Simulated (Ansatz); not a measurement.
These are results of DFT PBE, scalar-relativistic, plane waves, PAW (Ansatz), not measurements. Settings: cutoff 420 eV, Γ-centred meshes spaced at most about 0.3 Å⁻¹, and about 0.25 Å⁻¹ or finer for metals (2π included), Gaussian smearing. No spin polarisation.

Temperature and zero-point effects are left out.

Two relaxed structures of NbP:

A.

```
Nb P
1.0
    -1.67357    1.67357    5.71352
     1.67357   -1.67357    5.71352
     1.67357    1.67357   -5.71352
Nb P
2 2
Cartesian
  0.0000 0.0000 5.7140
  1.6736 0.0000 2.8572
  0.0000 0.0000 0.9438
  0.0000 1.6736 3.8005
```

B.

```
Nb P
1.0
     3.31446    0.00000    0.00000
    -1.65723    2.87040    0.00000
     0.00000    0.00000    6.72273
Nb P
2 2
Direct
  0.00000 0.00000 0.00000
  0.00000 0.00000 0.50000
  0.33333 0.66667 0.25000
  0.66667 0.33333 0.75000
```

**Question.** Which would you expect to be lower, and how large is the difference?

**Answer.** A is lower, by 59 meV/atom. A has space group I4_1md (No. 109), 16.0 Å³/atom and no gap on its mesh; B has space group P6_3/mmc (No. 194), 16.0 Å³/atom and no gap. In A, around Nb lie 6 P at 2.54–2.55 Å; around P lie 6 Nb at 2.54–2.55 Å. In B, Nb is surrounded by 6 P at 2.55 Å; P is surrounded by 6 Nb at 2.55 Å. Origin: A, reached from a Materials Project cell; B, invented. Shaken at random and relaxed again, B came back.

Cells without such a test can be saddle points.
